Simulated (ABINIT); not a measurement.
# CaO (Lime): one start, several treatments of the self-energy, part 2 of 2

Aim: compare treatments of exchange, screening and correlation for the gap of CaO (Lime).

ABINIT 10.8.3; PBE and many-body steps on it, plane waves. Known limits of the many-body steps: not at the basis limit.

So far. Step 5 (G0W0, Hybertsen-Louie plasmon pole): Against G0W0 in ABINIT (6×6×6 mesh, 243 bands, screening to 304.8 eV, Godby-Needs plasmon pole), the gap moves by +0.357 eV. Step 6 (G0W0, von der Linden-Horsch plasmon pole): Against G0W0 in ABINIT (6×6×6 mesh, 243 bands, screening to 304.8 eV, Godby-Needs plasmon pole), the gap moves by +0.177 eV.

### Step 7. G0W0, Engel-Farid plasmon pole

Level of this step: G0W0 on PBE, plane waves, norm-conserving pseudopotentials (ABINIT).

run.abi reads:

```
acell 3*1.0 Angstrom
rprim 
  -0.000000000000 2.406500000000 2.406500000000
  2.406500000000 -0.000000000000 2.406500000000
  2.406500000000 2.406500000000 -0.000000000000
ntypat 2
znucl 20 8
natom 2
typat 1 2
xred 
  0.000000000000 0.000000000000 0.000000000000
  0.500000000000 0.500000000000 0.500000000000
pp_dirpath "pseudos"
pseudos "Ca.upf, O.upf"
ecut 36
ngkpt 6 6 6
nshiftk 1
shiftk 0 0 0
kptopt 1
chksymbreak 0
istwfk *1
occopt 1
irdwfk 1
optdriver 4
nband 243
gwcalctyp 0
ecutsigx 36
symsigma 1
nkptgw 2
kptgw 
  0.0000000000 0.0000000000 0.0000000000
  0.5000000000 0.5000000000 0.0000000000
bdgw 
  6 12
  7 10
ecuteps 11.2
irdscr 1
ppmodel 4
indata_prefix "in"
outdata_prefix "out"
tmpdata_prefix "tmp"
```

Started as:

```console
$ OMP_NUM_THREADS=1 mpirun -n 8 abinit run.abi > log
```

What it wrote:

```text
.Version 10.8.3 of ABINIT. v10.8.2 released Aug 2026.

 Symmetries : space group Fm -3 m (#225); Bravais cF (face-center cubic)
[... echo of the input left out ...]
== DATASET  1 ==================================================================
-   mpi_nproc: 8, omp_nthreads: 1 (-1 if OMP is not activated)

--- !DatasetInfo
iteration_state: {dtset: 1, }
dimensions: {natom: 2, nkpt: 16, mband: 243, nsppol: 1, nspinor: 1, nspden: 1, mpw: 1964, }
cutoff_energies: {ecut:  36.0, pawecutdg:  -1.0, }
[...]
Band     E0 <VxcDFT>   SigX SigC(E0)      Z dSigC/dE  Sig(E)    E-E0       E
[...]
9   8.727 -11.430  -5.899  -4.460   0.859  -0.165 -10.511   0.919   9.646
       10  13.087 -16.112  -8.832  -5.265   0.837  -0.195 -14.425   1.687  14.774

== END DATASET(S) ==============================================================
================================================================================

 -outvars: echo values of variables after computation  --------
           etotal      0.0000000000E+00
            nband         243
             nkpt          16
          spgroup         225
 [... the other variables as echoed above ...]

 Calculation completed.
```

Elapsed: 26 s, on 8 MPI ranks of Arm Neoverse N1, shared host; peak memory 2.5 GiB; 3.5 min of CPU time.

This step gave:

```
G0W0 gap on the points computed              : 6.054 eV
starting gap on the mesh                     : 3.662 eV
k of the valence top                         : 0, 0, 0
k of the conduction bottom                   : 0.5, 0.5, 0
least direct G0W0 gap on the computed points : 6.406 eV
```

Against G0W0 in ABINIT (6×6×6 mesh, 243 bands, screening to 304.8 eV, Godby-Needs plasmon pole), the gap moves by +0.171 eV.

### Step 8. One-shot Hartree-Fock

This step: one-shot Hartree-Fock on PBE, plane waves, norm-conserving pseudopotentials.

Edit run.abi of step 7 so:

```diff
@@ -24,4 +24,4 @@
 optdriver 4
-nband 243
-gwcalctyp 0
+nband 12
+gwcalctyp 5
 ecutsigx 36
@@ -35,5 +35,4 @@
   7 10
-ecuteps 11.2
-irdscr 1
-ppmodel 4
+ixc_sigma 40
+fftgw 31
 indata_prefix "in"
```

Started as:

```console
$ OMP_NUM_THREADS=1 mpirun -n 6 abinit run.abi > log
```

What it wrote:

```text
.Version 10.8.3 of ABINIT. v10.8.2 released Aug 2026.

 Symmetries : space group Fm -3 m (#225); Bravais cF (face-center cubic)
[... echo of the input left out ...]
== DATASET  1 ==================================================================
-   mpi_nproc: 6, omp_nthreads: 1 (-1 if OMP is not activated)

--- !DatasetInfo
iteration_state: {dtset: 1, }
dimensions: {natom: 2, nkpt: 16, mband: 12, nsppol: 1, nspinor: 1, nspden: 1, mpw: 1964, }
cutoff_energies: {ecut:  36.0, pawecutdg:  -1.0, }
[...]
Band     E0 <VxcDFT>   SigX SigC(E0)      Z dSigC/dE  Sig(E)    E-E0       E
[...]
9   8.727 -11.430  -5.899   0.000   1.000   0.000  -5.899   5.531  14.258
       10  13.087 -16.112  -8.832   0.000   1.000   0.000  -8.832   7.280  20.367

== END DATASET(S) ==============================================================
================================================================================

 -outvars: echo values of variables after computation  --------
           etotal      0.0000000000E+00
            nband          12
             nkpt          16
          spgroup         225
 [... the other variables as echoed above ...]

 Calculation completed.
```

The job ended after 3.8 s (6 MPI ranks; peak memory 0.55 GiB).

Numbers from this step:

| Quantity | Value |
| --- | --- |
| quasiparticle gap on the points computed | 14.42 eV |
| starting gap on the mesh | 3.662 eV |
| k of the valence top | 0, 0, 0 |
| k of the conduction bottom | 0, 0, 0 |
| least direct quasiparticle gap on the computed points | 14.42 eV |

Against G0W0 in ABINIT (6×6×6 mesh, 243 bands, screening to 304.8 eV, Godby-Needs plasmon pole), the gap moves by +8.539 eV.

### Step 9. Screening, 6×6×6 mesh, 243 bands, screening to 304.8 eV

This step: RPA screening on PBE, plane waves, norm-conserving pseudopotentials.

Edit run.abi of step 8 so:

```diff
@@ -23,16 +23,14 @@
 irdwfk 1
-optdriver 4
-nband 12
-gwcalctyp 5
-ecutsigx 36
-symsigma 1
-nkptgw 2
-kptgw 
-  0.0000000000 0.0000000000 0.0000000000
-  0.5000000000 0.5000000000 0.0000000000
-bdgw 
-  6 12
-  7 10
-ixc_sigma 40
-fftgw 31
+optdriver 3
+nband 243
+ecuteps 11.2
+inclvkb 2
+awtr 1
+symchi 1
+gwcalctyp 2
+nfreqre 16
+freqremax 40 eV
+nfreqim 8
+spmeth 1
+nomegasf 120
 indata_prefix "in"
```

Started as:

```console
$ OMP_NUM_THREADS=1 mpirun -n 8 abinit run.abi > log
```

What it wrote:

```text
.Version 10.8.3 of ABINIT. v10.8.2 released Aug 2026.

 Symmetries : space group Fm -3 m (#225); Bravais cF (face-center cubic)
[... echo of the input left out ...]
== DATASET  1 ==================================================================
-   mpi_nproc: 8, omp_nthreads: 1 (-1 if OMP is not activated)

--- !DatasetInfo
iteration_state: {dtset: 1, }
dimensions: {natom: 2, nkpt: 16, mband: 243, nsppol: 1, nspinor: 1, nspden: 1, mpw: 1964, }
cutoff_energies: {ecut:  36.0, pawecutdg:  -1.0, }
electrons: {nelect:   1.60000000E+01, charge:   0.00000000E+00, occopt:   1.00000000E+00, tsmear:   1.00000000E-02, }

 SCREENING: Calculation of the susceptibility and dielectric matrices

 Based on a program developped by R.W. Godby, V. Olevano, G. Onida, and L. Reining.
 Incorporated in ABINIT by V. Olevano, G.-M. Rignanese, and M. Torrent.
.Using double precision arithmetic ; gwpc =  8

[... cell and pseudopotentials left out ...]
--------------------------------------------------------------------------------

 ==== K-mesh for the wavefunctions ====
 Number of points in the irreducible wedge :    16
[... list of points left out ...]
 Together with 48 symmetry operations and time-reversal symmetry
 yields   216 points in the full Brillouin Zone.

 ==== Q-mesh for the screening function ====
 Number of points in the irreducible wedge :    16
[... list of points left out ...]
 Together with 48 symmetry operations and time-reversal symmetry
 yields   216 points in the full Brillouin Zone.

 setmesh: FFT mesh size selected  =    27x   27x   27
          total number of points  =        19683

 vcoul_init : cutoff-mode = AUXILIARY_FUNCTION
 q-points for optical limit:   1
     1)      0.000010    0.000020    0.000030

- screening: taking advantage of time-reversal symmetry
- Maximum band index for partially occupied states nbvw = 8
- Remaining bands to be divided among processors   nbcw = 235
- Number of bands treated by each node ~29

 Number of electrons calculated from density =   16.0000; Expected =   16.0000
 average of density, n =  0.085062
 r_s =    1.4106
 omega_plasma =   28.1335 [eV]

 calculating chi0 at frequencies [eV] :
  1    0.000000E+00    0.000000E+00
  2    2.666667E+00    0.000000E+00
  3    5.333333E+00    0.000000E+00
[...]
23    0.000000E+00    7.165108E+01
 24    0.000000E+00    1.008855E+02

--------------------------------------------------------------------------------
  q-point number  1        q = ( 0.000000, 0.000000, 0.000000) [r.l.u.]
--------------------------------------------------------------------------------
[... chi0 elements left out ...]
  [... further frequencies ...]

 No. of calculated frequencies >  15, stop printing
 For q-point:  0.000010 0.000020 0.000030
  dielectric constant =   3.6462
  dielectric constant without local fields =   4.0171

  Average fulfillment of the sum rule on Im[epsilon] for q-point    1 :     86.89  [%]
[... wings left out ...]
  q-point number  2        q = ( 0.166667, 0.000000, 0.000000) [r.l.u.]
--------------------------------------------------------------------------------
[... chi0 elements left out ...]
  [... further frequencies ...]

 No. of calculated frequencies >  15, stop printing
  Average fulfillment of the sum rule on Im[epsilon] for q-point    2 :     89.79  [%]

 [... 14 further q-points ...]
```

It took 17 min on 8 MPI ranks; peak memory 3.4 GiB.

This step gave:

| Item | Value |
| --- | --- |
| ε∞ with local fields, on this mesh, along the program's q direction | 3.646 |
| the same without local fields | 4.017 |
| plasma frequency | 28.13 eV |
| plane waves in the screening matrix | 331 |

### Step 10. G0W0, contour deformation

This step: G0W0 on PBE, plane waves, norm-conserving pseudopotentials.

Edit run.abi of step 9 so:

```diff
@@ -23,14 +23,17 @@
 irdwfk 1
-optdriver 3
+optdriver 4
 nband 243
+gwcalctyp 2
+ecutsigx 36
+symsigma 1
+nkptgw 2
+kptgw 
+  0.0000000000 0.0000000000 0.0000000000
+  0.5000000000 0.5000000000 0.0000000000
+bdgw 
+  6 12
+  7 10
 ecuteps 11.2
-inclvkb 2
-awtr 1
-symchi 1
-gwcalctyp 2
-nfreqre 16
-freqremax 40 eV
-nfreqim 8
-spmeth 1
-nomegasf 120
+irdscr 1
+gwmem 01
 indata_prefix "in"
```

What it wrote:

```text
.Version 10.8.3 of ABINIT. v10.8.2 released Aug 2026.

 Symmetries : space group Fm -3 m (#225); Bravais cF (face-center cubic)
[... echo of the input left out ...]
== DATASET  1 ==================================================================
-   mpi_nproc: 8, omp_nthreads: 1 (-1 if OMP is not activated)

--- !DatasetInfo
iteration_state: {dtset: 1, }
dimensions: {natom: 2, nkpt: 16, mband: 243, nsppol: 1, nspinor: 1, nspden: 1, mpw: 1964, }
cutoff_energies: {ecut:  36.0, pawecutdg:  -1.0, }
[...]
Band     E0 <VxcDFT>   SigX SigC(E0)      Z dSigC/dE  Sig(E)    E-E0       E
[...]
10  13.087 -16.112  -8.832  -5.026   0.787  -0.270 -14.338   1.774  14.861
       10   0.000   0.000   0.000  -0.002   0.000   0.000  -0.001  -0.001  -0.001

== END DATASET(S) ==============================================================
================================================================================

 -outvars: echo values of variables after computation  --------
           etotal      0.0000000000E+00
            nband         243
             nkpt          16
          spgroup         225
 [... the other variables as echoed above ...]

 Calculation completed.
```

Elapsed: 50 s, on 8 MPI ranks; peak memory 2.3 GiB.

This step gave:

```
G0W0 gap on the points computed              : 5.814 eV
starting gap on the mesh                     : 3.662 eV
k of the valence top                         : 0, 0, 0
k of the conduction bottom                   : 0.5, 0.5, 0
least direct G0W0 gap on the computed points : 6.203 eV
```

Against G0W0 in ABINIT (6×6×6 mesh, 243 bands, screening to 304.8 eV, Godby-Needs plasmon pole), the gap moves by −0.069 eV.

### Step 11. Screening, 6×6×6 mesh, 243 bands, screening to 304.8 eV

This step: RPA screening on PBE, plane waves, norm-conserving pseudopotentials.

Edit run.abi of step 10 so:

```diff
@@ -23,17 +23,11 @@
 irdwfk 1
-optdriver 4
+optdriver 3
 nband 243
-gwcalctyp 2
-ecutsigx 36
-symsigma 1
-nkptgw 2
-kptgw 
-  0.0000000000 0.0000000000 0.0000000000
-  0.5000000000 0.5000000000 0.0000000000
-bdgw 
-  6 12
-  7 10
 ecuteps 11.2
-irdscr 1
-gwmem 01
+inclvkb 2
+awtr 1
+symchi 1
+gwcalctyp 1
+nfreqre 0
+nfreqim 16
 indata_prefix "in"
```

What it wrote:

```text
.Version 10.8.3 of ABINIT. v10.8.2 released Aug 2026.

 Symmetries : space group Fm -3 m (#225); Bravais cF (face-center cubic)
[... echo of the input left out ...]
== DATASET  1 ==================================================================
-   mpi_nproc: 8, omp_nthreads: 1 (-1 if OMP is not activated)

--- !DatasetInfo
iteration_state: {dtset: 1, }
dimensions: {natom: 2, nkpt: 16, mband: 243, nsppol: 1, nspinor: 1, nspden: 1, mpw: 1964, }
cutoff_energies: {ecut:  36.0, pawecutdg:  -1.0, }
[...]
No. of calculated frequencies >  15, stop printing
 For q-point:  0.000010 0.000020 0.000030
  dielectric constant =   3.5646
  dielectric constant without local fields =   3.9237

  Average fulfillment of the sum rule on Im[epsilon] for q-point    1 :     86.88  [%]
[... wings left out ...]
  q-point number  2        q = ( 0.166667, 0.000000, 0.000000) [r.l.u.]
--------------------------------------------------------------------------------
[... chi0 elements left out ...]
  [... further frequencies ...]

 No. of calculated frequencies >  15, stop printing
  Average fulfillment of the sum rule on Im[epsilon] for q-point    2 :     89.79  [%]

 [... 14 further q-points ...]
```

It took 31 min on 8 MPI ranks; peak memory 2.9 GiB.

Numbers from this step:

* ε∞ with local fields, on this mesh, along the program's q direction: 3.565
* the same without local fields: 3.924
* plasma frequency: 28.13 eV
* plane waves in the screening matrix: 331

### Step 12. G0W0, analytic continuation

This step: G0W0 on PBE, plane waves, norm-conserving pseudopotentials.

Edit run.abi of step 11 so:

```diff
@@ -23,11 +23,19 @@
 irdwfk 1
-optdriver 3
+optdriver 4
 nband 243
+gwcalctyp 1
+ecutsigx 36
+symsigma 1
+nkptgw 2
+kptgw 
+  0.0000000000 0.0000000000 0.0000000000
+  0.5000000000 0.5000000000 0.0000000000
+bdgw 
+  6 12
+  7 10
 ecuteps 11.2
-inclvkb 2
-awtr 1
-symchi 1
-gwcalctyp 1
-nfreqre 0
-nfreqim 16
+irdscr 1
+nomegasi 12
+omegasimax 25 eV
+gwmem 01
 indata_prefix "in"
```

What it wrote:

```text
.Version 10.8.3 of ABINIT. v10.8.2 released Aug 2026.

 Symmetries : space group Fm -3 m (#225); Bravais cF (face-center cubic)
[... echo of the input left out ...]
== DATASET  1 ==================================================================
-   mpi_nproc: 8, omp_nthreads: 1 (-1 if OMP is not activated)

--- !DatasetInfo
iteration_state: {dtset: 1, }
dimensions: {natom: 2, nkpt: 16, mband: 243, nsppol: 1, nspinor: 1, nspden: 1, mpw: 1964, }
cutoff_energies: {ecut:  36.0, pawecutdg:  -1.0, }
[...]
Band     E0 <VxcDFT>   SigX SigC(E0)      Z dSigC/dE  Sig(E)    E-E0       E
[...]
10   6.191 -16.112  -8.832  -5.037   0.817  -0.224 -14.300   1.812   8.003
       10   0.000   0.000   0.000  -0.038  -0.009  -0.013  -0.053  -0.053  -0.053

== END DATASET(S) ==============================================================
================================================================================

 -outvars: echo values of variables after computation  --------
           etotal      0.0000000000E+00
            nband         243
             nkpt          16
          spgroup         225
 [... the other variables as echoed above ...]

 Calculation completed.
```

It took 45 s on 8 MPI ranks; peak memory 2.8 GiB.

This step gave:

```yaml
g0w0_gap_on_the_points_computed: 5.883 eV
starting_gap_on_the_mesh: 3.662 eV
k_of_the_valence_top: 0, 0, 0
k_of_the_conduction_bottom: 0.5, 0.5, 0
least_direct_g0w0_gap_on_the_computed_points: 6.287 eV
```

Against G0W0 in ABINIT (6×6×6 mesh, 243 bands, screening to 304.8 eV, Godby-Needs plasmon pole), the gap moves by +0.000 eV.

### Step 13. The runs together

Times are wall times on the hardware named with each run, good to a factor of about two. A run's time includes the screening step that it read.

| run | mesh | bands | screening cutoff (eV) | DFT gap (eV) | gap on the mesh (eV) | direct (eV) | ε∞ used | time |
| --- | --- | --- | --- | --- | --- | --- | --- | --- |
| G0W0, Godby-Needs plasmon pole | 6×6×6 | 243 | 304.8 | 3.662 | 5.883 | 6.291 | 3.56 | 9.6 min |
| G0W0, Hybertsen-Louie plasmon pole | 6×6×6 | 243 | 304.8 | 3.662 | 6.240 | 6.601 | 3.56 | 9.6 min |
| G0W0, von der Linden-Horsch plasmon pole | 6×6×6 | 243 | 304.8 | 3.662 | 6.060 | 6.437 | 3.56 | 8.9 min |
| G0W0, Engel-Farid plasmon pole | 6×6×6 | 243 | 304.8 | 3.662 | 6.054 | 6.406 | 3.56 | 8.9 min |
| one-shot Hartree-Fock | 6×6×6 | - | - | 3.662 | 14.422 | 14.422 | - | 3.8 s |
| G0W0, contour deformation | 6×6×6 | 243 | 304.8 | 3.662 | 5.814 | 6.203 | 3.65 | 18 min |
| G0W0, analytic continuation | 6×6×6 | 243 | 304.8 | 3.662 | 5.883 | 6.287 | 3.56 | 31 min |

### Step 14. Outcome

```json
{
  "G0W0, Godby-Needs plasmon pole": "5.883 eV",
  "G0W0, Hybertsen-Louie plasmon pole": "6.240 eV",
  "G0W0, von der Linden-Horsch plasmon pole": "6.060 eV",
  "G0W0, Engel-Farid plasmon pole": "6.054 eV",
  "one-shot Hartree-Fock": "14.422 eV",
  "G0W0, contour deformation": "5.814 eV",
  "G0W0, analytic continuation": "5.883 eV",
  "known limits": "not at the basis limit"
}
```

In words: G0W0, Hybertsen-Louie plasmon pole: +0.357 eV against G0W0, Godby-Needs plasmon pole. G0W0, von der Linden-Horsch plasmon pole: +0.177 eV against G0W0, Godby-Needs plasmon pole. G0W0, Engel-Farid plasmon pole: +0.171 eV against G0W0, Godby-Needs plasmon pole. One-shot Hartree-Fock: +8.539 eV against G0W0, Godby-Needs plasmon pole. G0W0, contour deformation: −0.069 eV against G0W0, Godby-Needs plasmon pole. G0W0, analytic continuation: no change against G0W0, Godby-Needs plasmon pole. Bare exchange alone opens the gap to 14.42 eV; against G0W0, correlation takes back 8.54 eV. Bands and cutoff are finite, so the gap is not at the basis limit. The miss can reach some tenths of an eV and take either sign; the mesh is an error of its own. In the G0W0 runs levels were corrected at 2 k points alone, so a gap called «on the mesh» is the least over those, and an edge elsewhere would be missed.

[Paths, hosts, dates, memory and timing lines, banners, echoed tables and standing remarks are left out of the program output.]

[Logs are printed without paths, hosts, clocks, repeated set-up lines and the standing remarks that a program may print on its own settings, such as how far it seeks lower states.]

[Runs of the session that timed out or met a known fault of the program may be left out.]

[Hosts, paths, dates, database ids (printed as entryN), source tags and the programs' standing remarks are cut or masked in the printed files.]

[G0W0 gaps are taken among the corrected bands and points alone; a level outside them can change the order at an edge.]

[Where Ansatz stands beside ABINIT at settings called matched, ABINIT's density can come from a denser mesh and the files from another edition; pairs whose starting gaps differed by over 0.03 eV were left out, so agreement reads better than it is.]
